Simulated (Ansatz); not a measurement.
The system is Mg.

```
Mg
1.0
     3.17683    0.00000    0.00000
    -1.58841    2.75121    0.00000
     0.00000    0.00000   10.31886
Mg
4
Cartesian
  1.5884 0.9171 7.7391
  0.0000 0.0000 5.1594
  0.0000 1.8341 2.5797
  0.0000 0.0000 0.0000
```

```yaml
Program: Ansatz 0.2.0
Task: relaxation of cell and atoms
Functional: PBE
Dispersion: D3(BJ)
Potentials_or_basis: Ansatz PAW
Cutoff: "420 eV (not typed: the program's choice for these potentials)"
k_mesh: 10 × 10 × 3
Occupations: fermi-dirac, width 0.05 eV
Spin: no spin polarisation
```

At the start: volume 22.55 Å³/atom.

Question: How do energy, volume and symmetry change on relaxing?

Answer: It ends after 5 steps and the volume is 21.86 Å³/atom (-3.0 %); space group P6_3/mmc (No. 194, to 0.05 Å).

Step by step:
```tsv
step	energy change (eV)	largest force (eV/Å)	volume (Å³)
1	0.0000	0.0000	90.19
2	-0.0127	0.0000	87.69
3	-0.0131	0.0000	87.39
4	-0.0131	0.0000	87.45
5	-0.0130	0.0000	87.45
```

Final structure:
```
Mg
1.0
     3.12865    0.00000    0.00000
    -1.56432    2.70949    0.00000
     0.00000    0.00000   10.31561
Mg
4
Direct
  0.66667 0.33333 0.75000
  0.00000 0.00000 0.50000
  0.33333 0.66667 0.25000
  0.00000 0.00000 0.00000
```

Caveat: the plane-wave basis is chosen anew once the cell has moved, so the energies of steps on either side of that aren't comparable.
